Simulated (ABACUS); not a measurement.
Crystal: Cu.

```
Cu
1.0
    -1.80750    0.00000    1.80750
     0.00000    1.80750    1.80750
    -1.80750    1.80750    0.00000
Cu
1
Direct
  0.00000 0.00000 0.00000
```

| Quantity | Value |
| --- | --- |
| Program | ABACUS 3.10.1 |
| Task | relaxation of cell and atoms |
| Functional | rPW86PBE |
| Potentials or basis | SPMS ONCV 1.0 PBE |
| Cutoff | 1252 eV |
| Density cutoff | 5007 eV |
| Basis | plane waves |
| k mesh | 10 × 10 × 10 |
| Occupations | fermi-dirac, width 0.05 eV |
| Spin | no spin polarisation |

At the start: pressure 7.4 GPa; volume 11.81 Å³/atom.

Problem. How do energy, volume and symmetry change on relaxing?

Solution. Over 6 steps the energy falls by 14.0 meV/atom and the volume is 12.45 Å³/atom (+5.4 %); space group Fm-3m (No. 225, to 0.05 Å).

The path:
```csv
step,energy change (eV),largest force (eV/Å),pressure (GPa),volume (Å³)
1,0.0000,0.0000,7.44,11.81
2,-0.0099,0.0000,-3.54,12.81
3,-0.0140,0.0000,-0.07,12.44
4,-0.0140,0.0000,0.16,12.43
5,-0.0140,0.0000,0.08,12.44
6,-0.0140,0.0000,-0.04,12.45
```

Final structure:
```
Cu
1.0
    -1.83937    0.00000    1.83937
     0.00000    1.83937    1.83937
    -1.83937    1.83937    0.00000
Cu
1
Direct
  0.00000 0.00000 0.00000
```

Caveat: the potentials were made for another functional, which shifts forces and pressure.
